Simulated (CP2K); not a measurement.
Crystal: Ti.

```
Ti
1.0
     2.95000    0.00000    0.00000
    -1.47500    2.55477    0.00000
     0.00000    0.00000    4.68000
Ti
2
Cartesian
  1.4750 0.8516 3.5100
  0.0000 1.7032 1.1700
```

Program: CP2K 2026.2. Alike in all runs: task band structure; no spin polarisation; cell as given; k mesh 10 × 10 × 6.

Question: Order these runs on this cell by their pressure, lowest first.
A. level LDA; potentials or basis GTH_POTENTIALS Ti GTH-PADE-q12; TZVP-MOLOPT-PBE-GTH basis; smearing fermi-dirac 0.1 eV; NGRIDS 5; potentials Ti GTH-PADE-q12 of GTH_POTENTIALS; points a segment of the path (NPOINTS) 10; bands added on the path 6
B. level PBEsol; potentials or basis POTENTIAL_UZH Ti GTH-PBE-q12; TZVP-MOLOPT-PBE-GTH basis; smearing fermi-dirac 0.1 eV; NGRIDS 5; potentials Ti GTH-PBE-q12 of POTENTIAL_UZH; points a segment of the path (NPOINTS) 8; bands added on the path 2
C. level PBE; potentials or basis POTENTIAL_UZH Ti GTH-PBE-q12; TZVP-MOLOPT-PBE-GTH basis; smearing fermi-dirac 0.05 eV; NGRIDS 4; potentials Ti GTH-PBE-q12 of POTENTIAL_UZH; points a segment of the path (NPOINTS) 8; bands added on the path 4

Answer: A (-9.4 GPa), B (-5.4 GPa), C (-1.3 GPa).

Caveats: the basis of atomic orbitals isn't converged, which shifts pressures, moduli and gaps; the potentials were made for another functional, which shifts forces and pressure (some runs).

Not every run made on this cell is shown here.
